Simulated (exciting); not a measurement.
BP:

```
P B
1.0
     0.00000    2.26900    2.26900
     2.26900    0.00000    2.26900
     2.26900    2.26900    0.00000
P B
1 1
Direct
  0.75000 0.75000 0.75000
  0.00000 0.00000 0.00000
```

Base run:

```yaml
Program: exciting (release sodium)
Functional: PBEsol
Potentials_or_basis: all-electron LAPW+lo, shipped species files, valence relativity iora*
rgkmax: 7
k_mesh: 10 × 10 × 10
Occupations: fermi-dirac, width 0.05 eV
Spin: no spin polarisation
```

Its results: band gap on the k mesh 1.14 eV, indirect (least direct gap 3.37 eV).

Question: The run is repeated on the same cell with these changes: functional from PBEsol to PBE. What comes out?

Answer: Band gap on the k mesh 1.25 eV, indirect (least direct gap 3.41 eV).

Not every run made on this cell is shown here.
